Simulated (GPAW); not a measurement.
# A GW chain in GPAW: NaH (honeycomb monolayer), part 2 of 2

Wanted: ground state, empty states, screening and self-energy for NaH (honeycomb monolayer).

GPAW 26.7.0; LDA and many-body steps on it, plane waves. Known limits of the many-body steps: not at the basis limit.

So far. Step 4 (Bands along the symmetry lines): The gap is 3.247 eV, as in the run before at this level. Step 5 (Empty states on the mesh, 9×9×1 mesh, 308 bands): On this mesh the gap is 3.247 eV.

### 6. Screening and self-energy, 9×9×1 mesh, 138 bands, screening to 60 eV

Now the one-shot GW correction: screening in the RPA, then the self-energy of the levels asked for.

This step: G0W0 on LDA, plane waves, PAW.

Input file run.py:

```python
import json
import numpy as np
from gpaw.mpi import world
from gpaw.response.g0w0 import G0W0

gw = G0W0('full.gpw',
    filename='gw',
    kpts=[0, 6, 11],
    bands=(2, 6),
    ecut=60,
    nbands=138,
    truncation='2D',
    integrate_gamma='sphere',
    q0_correction=True,
    frequencies={'type': 'nonlinear', 'domega0': 0.15, 'omega2': 15.0},
    eta=0.1,
    nblocksmax=True)
gw.calculate()
res = {mode: {k: v for k, v in r.items() if k != 'sigma_eskwn'}
       for mode, r in gw.all_results.items()}

if world.rank == 0:
    with open('result.json', 'w') as f:
        json.dump(res, f, default=lambda x: x.tolist())
```

Launch:

```sh
> mpirun -n 4 gpaw python run.py
```

Numbers of over 12 decimals in the logs are rounded to 6 here.

The log of the run:

```text
Using integrator: PointIntegrator
NonLinearFrequencyDescriptor(from 0.000 to 86.196 eV, 171 points)
Nonperiodic BCs:  [False False  True]
Using integrator: PointIntegrator
NonLinearFrequencyDescriptor(from 0.000 to 86.196 eV, 171 points)
Nonperiodic BCs:  [False False  True]
Applying analytical 2D correction to W:
    Evaluating Gamma point contribution to W on a 13x13x1 grid
  ___  _ _ _
 |   || | | |
 | | || | | |
 |__ ||_____|
 |___|

BZ k-points: Symmetries present (total): 6

  [... matrices ...]
81 k-points: 9 x 9 x 1 Monkhorst-Pack grid
12 k-points in the irreducible part of the Brillouin zone
       k-points in crystal coordinates                weights
   0:     0.00000000    0.00000000    0.00000000          1/81
   1:     0.11111111    0.00000000    0.00000000          6/81
   2:     0.22222222   -0.11111111    0.00000000          6/81
   3:     0.22222222    0.00000000    0.00000000          6/81
   4:     0.33333333   -0.11111111    0.00000000         12/81
   5:     0.33333333    0.00000000    0.00000000          6/81
   6:     0.33333333    0.33333333    0.00000000          2/81
   7:     0.44444444   -0.22222222    0.00000000          6/81
   8:     0.44444444   -0.11111111    0.00000000         12/81
   9:     0.44444444    0.00000000    0.00000000          6/81
          ...
  11:     0.44444444    0.44444444    0.00000000          6/81

Distributing spins, k-points and bands (1 x 3 x 4) over 1 process
Number of blocks: 4

Quasi particle states:
k-points (IBZ indices): [0, 6, 11]
Band range: (2, 6)
  [... matrices ...]
Computational parameters:
Plane wave cut-off: 60 eV
Number of bands: 138
Coulomb cutoff: 2D
Broadening: 0.1 eV

fxc modes: GW
Kernel: RPA
Using full-frequency real axis integration
Summing all q:

Calculating screened Coulomb potential
2D Coulomb truncation
NonLinearFrequencyDescriptor(from 0.000 to 86.196 eV, 171 points)
Removing empty qpoint cache files...

Calculating chi0 body with:
    Ground state adapter containing:
    Number of spins: 1
    Number of kpoints: 81
    Number of irreducible kpoints: 12
    Number of completely occupied states: 4
    Number of partially occupied states: 4
    Occupied states memory: 1.884155 M / cpu

    Linear response parametrization:
    q_c: [0.0, 0.0, 0.0]
    Number of frequency points: 171
    Planewave cutoff: 60.0
    Number of bands: 138
    Number of planewaves: 135
    Broadening (eta): 0.1
    comm.size: 4
    kncomm.size: 1
    blockcomm.size: 4

    Memory estimate of potentially large arrays:
        chi0_wGG: 11.888409 M / cpu
Integrating chi0 body.

Symmetries of q_c:
    Direct symmetries (Uq -> q): 6
    Indirect symmetries (TUq -> q): 6
In total 12 allowed symmetries.

  [... matrices ...]
12 groups of equivalent kpoints. 85.185185% reduction.

Integral kind: spectral function
Integrating chi0 head and wings.

Symmetries of q_c:
    Direct symmetries (Uq -> q): 6
    Indirect symmetries (TUq -> q): 6
In total 12 allowed symmetries.

  [... matrices ...]
12 groups of equivalent kpoints. 85.185185% reduction.

Integral kind: spectral function wings

Calculating chi0 body with:
    Ground state adapter containing:
    Number of spins: 1
    Number of kpoints: 81
    Number of irreducible kpoints: 12
    Number of completely occupied states: 4
    Number of partially occupied states: 4
[... the further q-points ...]

Results:
f:      Occupation numbers
eps:     KS-eigenvalues [eV]
vxc:     KS vxc [eV]
exx:     Exact exchange [eV]
sigma:   Self-energies [eV]
dsigma:  Self-energy derivatives
Z:       Renormalization factors
qp:      QP-energies [eV]

k-point 0 (0): (0.000, 0.000, 0.000)                GW
band       f     eps     vxc     exx   sigma  dsigma       Z      qp
                                                                   GW
   2   1.000 -26.121 -32.166 -45.160   3.520  -0.259   0.794 -33.646
   3   1.000  -5.918  -8.863 -13.166   1.331  -0.384   0.723  -8.066
   4   0.000  -0.718  -3.730  -1.183  -1.161  -0.120   0.893   0.519
   5   0.000   0.219  -1.819  -0.566  -0.624  -0.080   0.926   0.801

k-point 1 (6): (0.333, 0.333, 0.000)                GW
band       f     eps     vxc     exx   sigma  dsigma       Z      qp
                                                                   GW
   2   1.000 -26.147 -32.071 -45.052   3.518  -0.263   0.792 -33.637
   3   1.000  -3.965 -10.531 -14.333   0.986  -0.286   0.777  -6.154
   4   0.000   1.216  -6.328  -2.553  -1.857  -0.185   0.844   2.835
   5   0.000   2.214  -6.598  -2.696  -1.800  -0.172   0.853   4.007

k-point 2 (11): (0.444, 0.444, 0.000)                GW
band       f     eps     vxc     exx   sigma  dsigma       Z      qp
                                                                   GW
   2   1.000 -26.133 -32.121 -45.109   3.520  -0.262   0.793 -33.638
   3   1.000  -4.156 -10.357 -14.201   1.008  -0.294   0.773  -6.347
   4   0.000   0.531  -6.339  -2.684  -1.714  -0.159   0.863   2.206
   5   0.000   2.906  -3.943  -0.968  -1.417  -0.159   0.863   4.250
```

Wall time 2.3 min (4 MPI ranks of Arm Neoverse V1, shared host); peak memory 1.8 GiB; 9.1 min of CPU time.

Numbers from this step:

| Property | Result |
| --- | --- |
| G0W0 gap on the points computed | 6.673 eV |
| least direct G0W0 gap on the computed points | 8.553 eV |
| Z at the valence top | 0.7774 |
| Z at the conduction bottom | 0.8927 |
| starting gap on the mesh | 3.247 eV |
| k of the valence top | 0.3333, 0.3333, 0 |
| k of the conduction bottom | 0, 0, 0 |

The gap on the mesh goes from 3.25 eV to 6.67 eV, a correction of +3.43 eV.

Limits: finite bands, cutoff and mesh. v1 is the top filled band, c1 the lowest empty one. Levels before and after the correction, in eV, zero at the valence-band top of each column:

```tsv
	conduction bottom	valence top
Kohn-Sham	3.25	0.00
G0W0	6.67	0.00
```

```tsv
	level	energy (eV)
Kohn-Sham	Γ v2	-22.156
Kohn-Sham	Γ v1	-1.953
Kohn-Sham	Γ c1	3.247
Kohn-Sham	Γ c2	4.183
Kohn-Sham	(0.333 0.333 0) v2	-22.183
Kohn-Sham	(0.333 0.333 0) v1	0.000
Kohn-Sham	(0.333 0.333 0) c1	5.181
Kohn-Sham	(0.333 0.333 0) c2	6.179
G0W0	Γ v2	-27.492
G0W0	Γ v1	-1.912
G0W0	Γ c1	6.673
G0W0	Γ c2	6.955
G0W0	(0.333 0.333 0) v2	-27.483
G0W0	(0.333 0.333 0) v1	0.000
G0W0	(0.333 0.333 0) c1	8.989
G0W0	(0.333 0.333 0) c2	10.162
```

### 7. Where the time went

Times are wall times on 4 MPI ranks of Arm Neoverse V1, shared host, good to a factor of about two.

```tsv
step	time	share	memory (GiB)
relaxation	37 s	8 %	0.94
ground state	5 s	1 %	0.69
bands along the symmetry lines	6.7 s	1 %	0.76
empty states on the mesh	4.4 min	59 %	1.4
screening and self-energy	2.3 min	30 %	1.8
```

### 8. Outcome

```
LDA gap              : 3.25 eV, indirect
G0W0 gap on the mesh : 6.67 eV
GW settings          : 9×9×1 mesh, 138 bands, screening to 60 eV, full frequency, Hilbert transform
known limits         : not at the basis limit
```

G0W0 moves the gap on the mesh from 3.25 eV to 6.67 eV (+3.43 eV), with Z of 0.78 and 0.89 at the edges. Only 3 of the mesh's irreducible points were corrected, so a valley elsewhere could overtake. The dearest step here is «empty states on the mesh». Bands and cutoff are finite, so the gap is not at the basis limit. The miss can reach some tenths of an eV and take either sign; the mesh is an error of its own. These stock PAW sets were not made for GW. In the G0W0 run levels were corrected at 3 k points alone, so a gap called «on the mesh» is the least over those, and an edge elsewhere would be missed.

[Paths, hosts, dates, memory and timing lines, banners, echoed tables and standing remarks are left out of the program output.]

[Logs are printed without paths, hosts, clocks, repeated set-up lines and the standing remarks that a program may print on its own settings, such as how far it seeks lower states.]

[Runs of the session that timed out or met a known fault of the program may be left out.]

[Hosts, paths, dates, database ids (printed as entryN), source tags and the programs' standing remarks are cut or masked in the printed files.]
